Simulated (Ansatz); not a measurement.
# Energy landscape near a Ca structure

Method: DFT PBE, scalar-relativistic, plane waves, PAW (Ansatz 0.2.0).

Settings: cutoff 420 eV, Γ-centred mesh 14×14×14 on the computed 1-atom cell, Gaussian smearing of 0.10 eV; no spin polarisation.

Reference cell:

```
CELL_PARAMETERS angstrom
0.00000 2.79420 2.79420
2.79420 0.00000 2.79420
2.79420 2.79420 0.00000
ATOMIC_POSITIONS crystal
Ca 0.00000 0.00000 0.00000
```

Each variant moves atoms of this cell by the vectors given, if any (Å), and then applies a symmetric strain (tensor components, Cartesian axes). The reference cell isn't relaxed at this level. Energies are per atom at zero smearing, counted from the lowest variant. Pressure is positive in compression.

1. strain (xx yy zz yz xz xy, %) 0.46 0.46 0.46 0.00 0.00 0.00
2. strain (xx yy zz yz xz xy, %) -0.27 -0.27 -0.27 0.00 0.00 0.00
3. strain (xx yy zz yz xz xy, %) -1.57 -1.57 -1.57 0.00 0.00 0.00
4. strain (xx yy zz yz xz xy, %) 2.37 2.37 2.37 0.00 0.00 0.00
5. strain (xx yy zz yz xz xy, %) -2.85 -2.85 -2.85 0.00 0.00 0.00

```csv
result,ΔE (meV/atom),P (GPa)
A,1.0,-0.42
B,0.0,0.24
C,22.9,-1.51
D,4.5,-0.76
E,6.1,1.00
```

**Question.** Which variant gave which result?

**Answer.** A is 2, B is 3, C is 4, D is 1, E is 5. The pressure falls as the cell grows: from the smallest volume to the largest the variants are 5, 3, 2, 1, 4.